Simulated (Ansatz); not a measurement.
# Al$_{3}$Cu$_{2}$: how the axes shrink under pressure

Al$_{3}$Cu$_{2}$, P-3m1, a = 4.102 Å, c = 4.990 Å. The structure is a Materials Project entry; whether it is the stable form wasn't checked. Ansatz: r2SCAN, PAW, 500 eV, Γ-centred 12×12×8 mesh on 5 atoms, Gaussian smearing 0.10 eV; no spin polarisation. Cell and atoms are relaxed at each pressure, and no other structure is tried, so the rows at high pressure may lie past a change of phase. y = 100 ln(c/c0) with c0 = 4.9899 Å, so nearly a change in per cent. The pressures are the targets, met within 0.06 GPa.

```tsv
P (GPa)	y	100 ln(a/a0)
-1.0	?	?
0.0	0.00	0.00
1.0	-0.29	-0.30
4.0	-1.03	-1.07
12.0	-2.74	-2.85
25.0	-4.94	-5.14
50.0	-8.05	-8.39
90.0	-11.53	-12.05
```

Q: Fit y = c1 P + c2 P² to the other rows, give the linear compressibility along c, and predict the missing y.

A: Least squares on the rows shown. y = −0.2163 P + 0.0009884 P². The linear compressibility along c is −c1/100 = 2.16 per TPa, against 2.25 along a from the same fit to the last column (its missing entry is 0.30): the crystal is about as stiff along both at low pressure. The runs next to zero pressure give 2.75 and 2.87, so a parabola over the whole range misstates the start. With a term in P³ added, the coefficient of P becomes -0.2532, 17 % more, which shows how far this figure hangs on the form. At P = -1.0 the fit asked for gives 0.22. The run gave 0.29, so the fit is 0.07 too low, within the rms miss on the fitted rows (0.20): the form describes this series only roughly.